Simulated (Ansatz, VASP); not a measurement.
CuI in VASP and in Ansatz

The input INCAR:

```
SYSTEM = CuI
ALGO = Normal
EDIFF = 1E-6
ENCUT = 520
GGA = PE
ISIF = 2
ISMEAR = 0
ISPIN = 2
LASPH = .TRUE.
LCHARG = .FALSE.
LMAXMIX = 4
LORBIT = 11
LREAL = .FALSE.
LWAVE = .FALSE.
MAGMOM = 1 0
NBANDS = 20
NELM = 150
PREC = Accurate
SIGMA = 0.1
```

The input KPOINTS:

```
k-points
0
G
  6 6 6
  0 0 0
```

File POSCAR:

```
CuI
1.0
    0.0000000000      2.8620890000      2.8620890000
    2.8620890000      0.0000000000      2.8620890000
    2.8620890000      2.8620890000      0.0000000000
Cu I
1 1
Direct
    0.0000000000      0.0000000000      0.0000000000
    0.5000000000      0.5000000000      0.5000000000
```

Input for Ansatz:

```yaml
crystal:
  lattice:
    - [0.0, 2.862089, 2.862089]
    - [2.862089, 0.0, 2.862089]
    - [2.862089, 2.862089, 0.0]
  atoms:
    - { symbol: Cu, position: [0.0, 0.0, 0.0], spin: 1.0 }
    - { symbol: I, position: [0.5, 0.5, 0.5] }
basis:
  ecutwfc: 420
kpoints:
  mp_grid: { grid: [6, 6, 6] }
hamiltonian:
  xc: pbe
scf:
  occupations: { method: gaussian, width: 0.1 }
  lower_state_search: "off"
output:
  forces: true
  stress: true
  eigenvalues: true
  populations: true
magnetization:
  spin_polarized: true
```

Measurements of this composition are mostly on another form, of space group No. 216.

Alike in both runs: task single point; functional PBE; k mesh 6 × 6 × 6; occupations gaussian, width 0.1 eV; collinear spin.

```csv
,VASP,Ansatz
version,VASP 6.6.1,Ansatz 0.2.0
potentials or method,"VASP PAW PBE potentials, release 64 (Cu, I)","scalar-relativistic, plane waves, PAW"
plane-wave cutoff (eV),520,420
valence electrons in the cell,18,36
```

Ansatz gave:

```
gap on the k mesh at the Fermi level (eV) : none
pressure (GPa)                            : 0.4
net moment per atom (μB)                  : 0.00
```

Task: What did VASP give for the same quantities?

Result: gap on the k mesh at the Fermi level (eV): none; pressure (GPa): 0.3; net moment per atom (μB): 0.00.

A gap of «none» marks a metal or a gap that the smearing closes. With one functional, cell and mesh, what is left measures potentials, basis and numerics. The two sets of potentials don't hold the same shells in valence. Ansatz warned: «seeded_moment_not_kept».

Caveats: semilocal functionals often make such compounds metallic where correlation or magnetic order opens a gap, which also shifts bond lengths. The runs have no spin-orbit coupling, so splittings on I are missing.
